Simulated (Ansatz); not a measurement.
SnTe:

```
Te Sn
1.0
     3.90470    0.00000    0.00000
     0.00000    3.90470    0.00000
     0.00000    0.00000    3.90470
Te Sn
1 1
Direct
  0.50000 0.50000 0.50000
  0.00000 0.00000 0.00000
```

Measurements of this composition are mostly on another form, of space group No. 225.

```yaml
Program: Ansatz 0.2.0
Task: relaxation of cell and atoms
Functional: PBEsol
Potentials_or_basis: Ansatz PAW
Cutoff: "420 eV (not typed: the program's choice for these potentials)"
k_mesh: 7 × 7 × 7
Occupations: fermi-dirac, width 0.05 eV
Spin: no spin polarisation
```

At the start: volume 29.77 Å³/atom.

Problem. How do energy, volume and symmetry change on relaxing?

Solution. It ends after 4 steps and the volume is 27.09 Å³/atom (-9.0 %); space group Pm-3m (No. 221, to 0.05 Å).

The path:
| step | energy change (eV) | largest force (eV/Å) | volume (Å³) |
| --- | --- | --- | --- |
| 1 | 0.0000 | 0.0000 | 59.53 |
| 2 | -0.0728 | 0.0000 | 54.24 |
| 3 | -0.0728 | 0.0000 | 54.17 |
| 4 | -0.0718 | 0.0000 | 54.17 |

Final structure:
```yaml
crystal:
  lattice:
    - [3.78379, 0.00000, 0.00000]
    - [0.00000, 3.78379, 0.00000]
    - [0.00000, 0.00000, 3.78379]
  atoms:
    - { symbol: Te, position: [0.50000, 0.50000, 0.50000] }
    - { symbol: Sn, position: [0.00000, 0.00000, 0.00000] }
```

Caveat: the plane-wave basis is chosen anew once the cell has moved, so the energies of steps on either side of that aren't comparable; the PAW data sets come from PBE, with cores solved anew for the run's functional, which leaves a small shift of forces and pressure.
